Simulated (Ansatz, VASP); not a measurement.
CuO in VASP and in Ansatz

POSCAR

```
CuO
1.0
    2.3446497600     -1.7133998200      0.0000000000
    2.3446497600      1.7133998200      0.0000000000
   -0.8605499100      0.0000000000      5.0594394800
Cu O
2 2
Direct
    0.0032000000      0.4968000000      0.0000000000
    0.4968000000      0.0032000000      0.5000000000
    0.5714000000      0.4056000000      0.2537000000
    0.4056000000      0.5714000000      0.7537000000
```

INCAR.step1

```
SYSTEM = CuO
PREC = Accurate
ENCUT = 520
ISMEAR = -1
SIGMA = 0.05
LREAL = .False.
LASPH = .True.
NELM = 60
NBANDS = 25
GGA = PE
ALGO = Normal
EDIFF = 1E-4
LWAVE = .True.
LCHARG = .False.
```

INCAR.step2

```
SYSTEM = CuO
PREC = Accurate
ENCUT = 520
EDIFF = 1E-7
ISMEAR = -1
SIGMA = 0.05
LREAL = .False.
LASPH = .True.
NELM = 60
ALGO = Normal
ISIF = 2
LWAVE = .False.
LCHARG = .True.
METAGGA = R2SCAN
LMIXTAU = .True.
LELF = .True.
LVHAR = .True.
NBANDS = 25
ISTART = 1
```

Contents of KPOINTS:

```
Automatic mesh
0
Gamma
  6 6 3
  0 0 0
```

File input.yaml:

```yaml
crystal:
  lattice:
    - [2.34464976, -1.71339982, 0.0]
    - [2.34464976, 1.71339982, 0.0]
    - [-0.86054991, 0.0, 5.05943948]
  atoms:
    - { symbol: Cu, position: [0.0032, 0.4968, 0.0] }
    - { symbol: Cu, position: [0.4968, 0.0032, 0.5] }
    - { symbol: O, position: [0.5714, 0.4056, 0.2537] }
    - { symbol: O, position: [0.4056, 0.5714, 0.7537] }
hamiltonian:
  xc: r2scan
  pseudopotentials: { kind: paw }
kpoints:
  mp_grid: { grid: [6, 6, 3] }
  band_path:
    path:
      - [[0.0, 0.0, 0.0], [-0.5, -0.5, 0.0], [-0.5249461988, -0.5249461988, 0.3256423996], [-0.5, -0.5, 0.5], [-0.6336779992, -0.3663220008, 0.5]]
      - [[-0.3663220008, 0.3663220008, 0.5], [0.0, 0.0, 0.5], [-0.4750538012, -0.4750538012, 0.6743576004]]
      - [[-0.5, -0.5, 0.0], [-0.612631459, -0.387368541, 0.0]]
      - [[-0.387368541, 0.387368541, 0.0], [0.0, 0.0, 0.0], [-0.5, 0.0, 0.0]]
      - [[-0.5, 0.0, 0.5], [0.0, 0.0, 0.0]]
    npoints: 14
scf:
  occupations: { method: fermi_dirac, width: 0.05 }
  n_extra_bands: 10
output:
  forces: true
  stress: true
  eigenvalues: true
  fatbands: false
  write_density: true
  write_potential: true
  elf: true
  volumetric_format: npy
```

Alike in both runs: functional r2SCAN; k mesh 6 × 6 × 3; occupations fermi-dirac, width 0.05 eV; no spin polarisation.

```csv
,VASP,Ansatz
version,VASP 6.6.1,Ansatz 0.2.0
potentials or method,"VASP PAW PBE potentials, release 64 (Cu, O)",Ansatz PAW
plane-wave cutoff (eV),520,500
valence electrons in the cell,34,50
task,single point,band structure
```

|  | VASP | Ansatz | Ansatz less VASP |
| --- | --- | --- | --- |
| gap on the k mesh at the Fermi level (eV) | none | none | - |
| pressure (GPa) | -0.3 | -1.2 | -0.96 |
| largest component of the traceless stress (GPa) | 1.26 | 1.53 | +0.269 |
| rms of the force components (eV/Å) | 0.422 | 0.411 | -0.0111 |

Atom by atom the forces differ by 0.024 eV/Å (rms over components). A gap of «none» marks a metal or a gap that the smearing closes. The functional is the same, so the differences come from potentials, cutoffs and numerics. The two sets of potentials don't hold the same shells in valence.

Caveats: the k mesh is coarse (spacing up to 0.41 Å⁻¹), so the values aren't converged; the run has no spin polarisation, though such a crystal can be magnetic; semilocal functionals often make such compounds metallic where correlation or magnetic order opens a gap, which also shifts bond lengths; the PAW data sets were made with another functional, which shifts forces and pressure a little (VASP); the PAW data sets come from PBE, with cores solved anew for the run's functional, which leaves a small shift of forces and pressure (Ansatz).
